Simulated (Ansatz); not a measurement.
Set up this calculation in Ansatz 0.2.0, as the native input.

| Property | Result |
| --- | --- |
| Task | relaxation of cell and atoms |
| Functional | RPBE |
| Dispersion | D4 |
| Potentials or basis | Ansatz PAW |
| Cutoff | 420 eV (not typed: the program's choice for these potentials) |
| k mesh | 7 × 7 × 1 |
| Occupations | fermi-dirac, width 0.05 eV |
| Spin | no spin polarisation |

The system is Te2Mo, a slab with vacuum.

```
CELL_PARAMETERS angstrom
3.56242 0.00000 0.00000
-1.78121 3.08514 0.00000
0.00000 0.00000 31.56327
ATOMIC_POSITIONS crystal
Te 0.00000 0.00000 0.05676
Te 0.33333 0.66667 0.28899
Te 0.33333 0.66667 0.82440
Te 0.33333 0.66667 0.17560
Te 0.33333 0.66667 0.71101
Te 0.00000 0.00000 0.94324
Mo 0.33333 0.66667 0.00000
Mo 0.00000 0.00000 0.23231
Mo 0.00000 0.00000 0.76769
```

One way to write it, as run:

input.yaml

```yaml
crystal:
  lattice:
    - [3.5624185427, 0.0, 0.0]
    - [-1.7812092714, 3.0851449569, 0.0]
    - [0.0, 0.0, 31.56326574]
  atoms:
    - { symbol: Te, position: [0.0, 0.0, 0.05676208] }
    - { symbol: Te, position: [0.3333333333, 0.6666666667, 0.28898622] }
    - { symbol: Te, position: [0.3333333333, 0.6666666667, 0.82440425] }
    - { symbol: Te, position: [0.3333333333, 0.6666666667, 0.17559575] }
    - { symbol: Te, position: [0.3333333333, 0.6666666667, 0.71101378] }
    - { symbol: Te, position: [0.0, 0.0, 0.94323792] }
    - { symbol: Mo, position: [0.3333333333, 0.6666666667, 0.0] }
    - { symbol: Mo, position: [0.0, 0.0, 0.23230601] }
    - { symbol: Mo, position: [0.0, 0.0, 0.76769399] }
hamiltonian:
  xc: rpbe
  pseudopotentials: { kind: paw }
  dispersion: d4
kpoints:
  mp_grid: { grid: [7, 7, 1] }
scf:
  occupations: { method: fermi_dirac, width: 0.05 }
output:
  forces: true
  stress: true
  eigenvalues: true
relax:
  f_tol: 0.01
  max_steps: 40
  cell: { stress_tol: 0.05 }
```

Potentials or basis: Ansatz PAW.

Launch:

```sh
$ ansatz run input.yaml --threads 4 --pin off --max-ram 11264MiB --backend cpu --events-out ev --progress --plain --runs-dir out
```

Results of the run:

| Quantity | Value |
| --- | --- |
| Relaxed volume | 34.89 Å³/atom |
| Relaxed cell | a = 3.478 Å, b = 3.478 Å, c = 29.983 Å, α = 90.00°, β = 90.00°, γ = 120.00° |
| Space group after relaxing (to 0.05 Å) | P-6m2 (No. 187) |
| Energy gained by relaxing | 39.6 meV/atom |
| Ionic steps | 6 |
| Largest force after relaxing | 0.004 eV/Å |
| Band gap on the k mesh | 0.77 eV, indirect (least direct gap 1.31 eV) |

Caveat: odd divisions of the mesh miss points on the zone boundary, where band edges often lie, so the gap on the mesh can be too wide; the plane-wave basis is chosen anew once the cell has moved, so the energies of steps on either side of that aren't comparable; spin-orbit coupling is left out, which moves the levels of the heavy elements; the PAW data sets come from PBE, with cores solved anew for the run's functional, which leaves a small shift of forces and pressure.

It took 66 s on 4 threads of Intel(R) Xeon(R) Platinum 8259CL CPU @ 2.50GHz (Skylake/Cascade Lake), on a shared host, peak memory 1 GiB.
